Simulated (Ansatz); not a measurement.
# Property card for Au

Theory: DFT PBEsol, scalar-relativistic, plane waves, PAW (Ansatz).

Plane waves to 420 eV, a k mesh through Γ of 18×18×18 on the computed 1-atom cell and Gaussian smearing (0.10 eV); no spin polarisation.

The structure is relaxed at this level of theory with its symmetry kept.

Space group Fm-3m (No. 225). a = 4.084 Å, b = 4.084 Å, c = 4.084 Å, α = 90.00°, β = 90.00°, γ = 90.00°
| atom | site | symmetry | x | y | z |
| --- | --- | --- | --- | --- | --- |
| Au | 4a | m-3m | 0.0000 | 0.0000 | 0.0000 |

Problem. Formation energy from the elements' standard states (uncorrected)?

Solution. 0.000 eV/atom.

Problem. Density of states at the Fermi level?

Solution. 0.29 states/eV per cell.

Problem. Löwdin character within 0.5 eV of the Fermi level?

Solution. Au 6s 42 %, Au 5d 36 %, unprojected 22 %.

Problem. Bulk modulus?

Solution. 175 GPa.

Problem. Its pressure derivative?

Solution. 5.7.

Problem. Bader charges (e)?

Solution. Au (1 in the cell) 0.00.

Spin-orbit coupling is left out, which matters for the bands of heavy elements.